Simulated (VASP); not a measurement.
# AlCo (Pm-3m) in VASP: settings compared, part 3 of 3

VASP 6.6.1. The steps go on from the part before.

## 4. Relaxation of the atoms, PBEsol (a relaxed cell with its volume scaled by 1.06)

Contents of INCAR:

```
SYSTEM = AlCo
  PREC = Accurate
  ENCUT = 600
  EDIFF = 1E-7
  ISMEAR = 1
  SIGMA = 0.1
  LREAL = .FALSE.
  LASPH = .TRUE.
  NELM = 80
  ALGO = Normal
  ISIF = 2
  LWAVE = .FALSE.
  LCHARG = .FALSE.
  GGA = PS
  IBRION = 2
  NSW = 40
  EDIFFG = -0.01
```

Contents of KPOINTS:

```
regular mesh
0
G
  14 14 14
  0 0 0
```

Contents of POSCAR:

```
AlCo                                    
1.0
    2.8779364886      0.0000000000      0.0000000000
    0.0000000000      2.8779364886      0.0000000000
    0.0000000000      0.0000000000      2.8779364886
  Al              Co            
     1     1
Direct
     0.0000000000000000    0.0000000000000000    0.0000000000000000
     0.5000000000000000    0.5000000000000000    0.5000000000000000
```

Potentials or basis: VASP PAW PBE potentials, release 64 (Al, Co).

Command:

```console
cat potpaw_PBE.64/Al/POTCAR potpaw_PBE.64/Co/POTCAR > POTCAR
mpirun -np 1 vasp_std > vasp.out
```

OUTCAR:

```text
SYSTEM = AlCo
   PREC = Accurate
   ENCUT = 600
   EDIFF = 1E-7
   ISMEAR = 1
   LREAL = .FALSE.
   LASPH = .TRUE.
   NELM = 80
   ISIF = 2
   GGA = PS
   IBRION = 2
   NSW = 40
   EDIFFG = -0.01

 ion  position               nearest neighbor table
   1  0.000  0.000  0.000-   2 2.49   2 2.49   2 2.49   2 2.49   2 2.49   2 2.49   2 2.49   2 2.49

   2  0.500  0.500  0.500-   1 2.49   1 2.49   1 2.49   1 2.49   1 2.49   1 2.49   1 2.49   1 2.49

  LATTYP: Found a simple cubic cell.
 ALAT       =     2.8779364886

  Lattice vectors:

 A1 = (   2.8779364886,   0.0000000000,   0.0000000000)
 A2 = (   0.0000000000,   2.8779364886,   0.0000000000)
 A3 = (   0.0000000000,   0.0000000000,   2.8779364886)

Analysis of symmetry for initial positions (statically):
=====================================================================
 Subroutine PRICEL returns:
 Original cell was already a primitive cell.

 Routine SETGRP: Setting up the symmetry group for a
 simple cubic supercell.

[... 176 lines left out ...]
 k-point     1 :       0.0000    0.0000    0.0000
  band No.  band energies     occupation
      1      -0.8100      2.00000
      2       7.2073      2.00000
      3       7.2073      2.00000
      4       9.2767      2.00000
      5       9.2767      2.00000
      6       9.2767      2.00000
      7      15.8764      0.00000
      8      15.8764      0.00000
      9      15.8764      0.00000
     10      18.6940      0.00000
[... 287 lines left out ...]
 k-point    24 :       0.3571    0.2143    0.0000
  band No.  band energies     occupation
      1       2.2299      2.00000
      2       6.1091      2.00000
      3       7.6330      2.00000
      4       8.2954      2.00000
      5       8.6395      2.00000
      6       9.0457      2.00000
      7      10.6797     -0.00000
      8      14.4039      0.00000
      9      18.3203      0.00000
     10      19.6402      0.00000

 [... further k-points ...]

------------------------ aborting loop because EDIFF is reached ----------------------------------------

  FORCE on cell =-STRESS in cart. coord.  units (eV):
  Direction    XX          YY          ZZ          XY          YZ          ZX
  --------------------------------------------------------------------------------------
  -------------------------------------------------------------------------------------
  Total       -1.4820469     -1.4820469     -1.4820469      0.0000000      0.0000000     -0.0000000
  in kB      -99.6159599    -99.6159599    -99.6159599      0.0000000      0.0000000     -0.0000000
  external PRESSURE =     -99.6159599 kB  Pullay stress =       0.0000000 kB

 VOLUME and BASIS-vectors are now :
 -----------------------------------------------------------------------------
  energy-cutoff  :      600.00
  volume of cell :       23.84
      direct lattice vectors                 reciprocal lattice vectors
     2.877936489  0.000000000  0.000000000     0.347471184  0.000000000  0.000000000
     0.000000000  2.877936489  0.000000000     0.000000000  0.347471184  0.000000000
     0.000000000  0.000000000  2.877936489     0.000000000  0.000000000  0.347471184

 POSITION                                       TOTAL-FORCE (eV/Angst)
 -----------------------------------------------------------------------------------
      0.00000      0.00000      0.00000         0.000000      0.000000      0.000000
      1.43897      1.43897      1.43897         0.000000      0.000000      0.000000
 -----------------------------------------------------------------------------------
    total drift:                                0.000000      0.000000     -0.000000

  FREE ENERGIE OF THE ION-ELECTRON SYSTEM (eV)
  ---------------------------------------------------
  free  energy   TOTEN  =       -13.0385314447 eV

  energy  without entropy=      -13.0399388659  energy(sigma->0) =      -13.03900059

 reached required accuracy - stopping structural energy minimisation
```

OSZICAR:

```text
N       E                     dE             d eps       ncg     rms          rms(c)
DAV:   1     0.373516692877E+02    0.37352E+02   -0.57787E+03  2408   0.140E+03
DAV:   2    -0.134787989927E+02   -0.50830E+02   -0.48215E+02  2412   0.199E+02
DAV:   3    -0.148984012100E+02   -0.14196E+01   -0.14044E+01  2858   0.428E+01
DAV:   4    -0.149239367608E+02   -0.25536E-01   -0.25524E-01  2856   0.516E+00
DAV:   5    -0.149247376404E+02   -0.80088E-03   -0.80083E-03  2850   0.958E-01    0.131E+01
DAV:   6    -0.183571798818E+02   -0.34324E+01   -0.85555E+01  2744   0.137E+02    0.193E+01
DAV:   7    -0.130733955592E+02    0.52838E+01   -0.36831E+01  2636   0.865E+01    0.186E+00
DAV:   8    -0.130529583760E+02    0.20437E-01   -0.28667E-01  2540   0.492E+00    0.119E+00
DAV:   9    -0.130392473387E+02    0.13711E-01   -0.24364E-02  3116   0.213E+00    0.356E-01
DAV:  10    -0.130385555968E+02    0.69174E-03   -0.64590E-04  2588   0.223E-01    0.146E-01
DAV:  11    -0.130385326634E+02    0.22933E-04   -0.35816E-05  3230   0.710E-02    0.144E-02
DAV:  12    -0.130385315548E+02    0.11086E-05   -0.33103E-06  2946   0.266E-02    0.526E-03
DAV:  13    -0.130385314516E+02    0.10323E-06   -0.22062E-07  2292   0.372E-03    0.143E-03
DAV:  14    -0.130385314447E+02    0.68740E-08   -0.15644E-08  1280   0.148E-03
   1 F= -.13038531E+02 E0= -.13039001E+02  d E =-.130385E+02
```

Run time: 12 s. Hardware: 1 thread of Intel Xeon Platinum 8375C at 2.90GHz (Ice Lake), shared host; peak memory 0.17 GiB.

What came out:

- Free energy: -13.0385 eV
- Pressure after relaxing: -10.0 GPa
- Band gap on the k mesh: none (metal or under the smearing width)

Final structure:
```yaml
crystal:
  lattice:
    - [2.87794, 0.00000, 0.00000]
    - [0.00000, 2.87794, 0.00000]
    - [0.00000, 0.00000, 2.87794]
  atoms:
    - { symbol: Al, position: [0.00000, 0.00000, 0.00000] }
    - { symbol: Co, position: [0.50000, 0.50000, 0.50000] }
```

Levels at points of the mesh, in eV from the Fermi level:
| k point | band 2 | band 3 | band 4 | band 5 | band 6 | band 7 | band 8 | band 9 | band 10 |
| --- | --- | --- | --- | --- | --- | --- | --- | --- | --- |
| (0.00, 0.00, 0.00) | -2.88 | -2.88 | -0.81 | -0.81 | -0.81 | 5.79 | 5.79 | 5.79 | 8.61 |
| (0.50, 0.00, 0.00) | -6.51 | -2.32 | -1.65 | -1.65 | -0.70 | 0.12 | 8.35 | 10.39 | 10.39 |
| (0.50, 0.50, 0.00) | -2.99 | -2.63 | -2.63 | -1.45 | -1.45 | -0.27 | 2.28 | 3.30 | 12.40 |
| (0.50, 0.50, 0.50) | -3.81 | -3.81 | -0.24 | -0.24 | 2.34 | 2.34 | 2.34 | 3.85 | 5.18 |

Caveat: the relaxation stopped at its first step, so nothing moved; the PAW data sets were made with another functional, which shifts forces and pressure a little.

## 5. Relaxation of cell and atoms, AM05

Contents of INCAR:

```
SYSTEM = AlCo
PREC = Accurate
ENCUT = 600
EDIFF = 1E-6
ISMEAR = 1
SIGMA = 0.1
LREAL = .FALSE.
LASPH = .TRUE.
NELM = 80
ALGO = Normal
ISIF = 3
LWAVE = .FALSE.
LCHARG = .FALSE.
GGA = AM
IBRION = 2
NSW = 90
EDIFFG = -0.01
```

Contents of KPOINTS:

```
Automatic mesh
0
G
  14 14 14
  0 0 0
```

Contents of POSCAR:

```
AlCo
1.0
    2.8194032100      0.0000000000      0.0000000000
    0.0000000000      2.8194032100      0.0000000000
    0.0000000000      0.0000000000      2.8194032100
Al Co
1 1
Direct
    0.0000000000      0.0000000000      0.0000000000
    0.5000000000      0.5000000000      0.5000000000
```

Command:

```console
cat potpaw_PBE.64/Al/POTCAR potpaw_PBE.64/Co/POTCAR > POTCAR
mpirun -np 1 vasp_std > vasp.out
```

It took 46 s on 1 thread of AMD EPYC 7R13 (Zen 3), shared host; peak memory 0.14 GiB.

It converged, with:

```
Free energy                            : -12.7675 eV
Relaxed volume                         : 11.23 Å³/atom
Relaxed cell                           : a = 2.822 Å, b = 2.822 Å, c = 2.822 Å, α = 90.00°, β = 90.00°, γ = 90.00°
Space group after relaxing (to 0.05 Å) : Pm-3m (No. 221)
Energy gained by relaxing              : 0.0 meV/atom
Ionic steps                            : 3
Pressure after relaxing                : 0.0 GPa
Band gap on the k mesh                 : none (metal or under the smearing width)
```

Final structure:
```
CELL_PARAMETERS angstrom
2.82175 0.00000 0.00000
0.00000 2.82175 0.00000
0.00000 0.00000 2.82175
ATOMIC_POSITIONS crystal
Al 0.00000 0.00000 0.00000
Co 0.50000 0.50000 0.50000
```

Levels at points of the mesh, in eV from the Fermi level:
```csv
k point,band 3,band 4,band 5,band 6,band 7,band 8,band 9,band 10
"(0.00, 0.00, 0.00)",-3.16,-0.87,-0.87,-0.87,6.10,6.10,6.10,8.81
"(0.50, 0.00, 0.00)",-2.54,-1.78,-1.78,-0.75,0.15,8.38,10.74,10.74
"(0.50, 0.50, 0.00)",-2.77,-2.77,-1.57,-1.57,-0.30,2.48,3.66,13.10
"(0.50, 0.50, 0.50)",-4.09,-0.26,-0.26,2.34,2.34,2.34,4.45,5.49
```

Caveat: the PAW data sets were made with another functional, which shifts forces and pressure a little. Spin polarisation is off, so any magnetic state and its effect on volume and gap are missing.

## 6. The runs side by side

```csv
task,level,cell,gap on the mesh (eV),pressure (GPa)
relaxation of the atoms,PBEsol,atoms relaxed from: a relaxed cell with its volume scaled by 1.02,none,-3.7
relaxation of the atoms,PBEsol,atoms relaxed from: a relaxed cell with its volume scaled by 1.04,none,-7.0
relaxation of the atoms,PBEsol,atoms relaxed from: a relaxed cell with its volume scaled by 1.06,none,-10.0
relaxation of cell and atoms,AM05,relaxed,none,0.0
```

Alike in all rows: potentials or basis VASP PAW PBE potentials, release 64 (Al, Co); no spin polarisation; k mesh 14 × 14 × 14; cutoff (eV) 600; smearing methfessel-paxton 0.1 eV.

Caveats: the PAW data sets were made with another functional, which shifts forces and pressure a little; the relaxation stopped at its first step, so nothing moved (some runs).

Absolute energies hang on the potentials; compare differences alone.
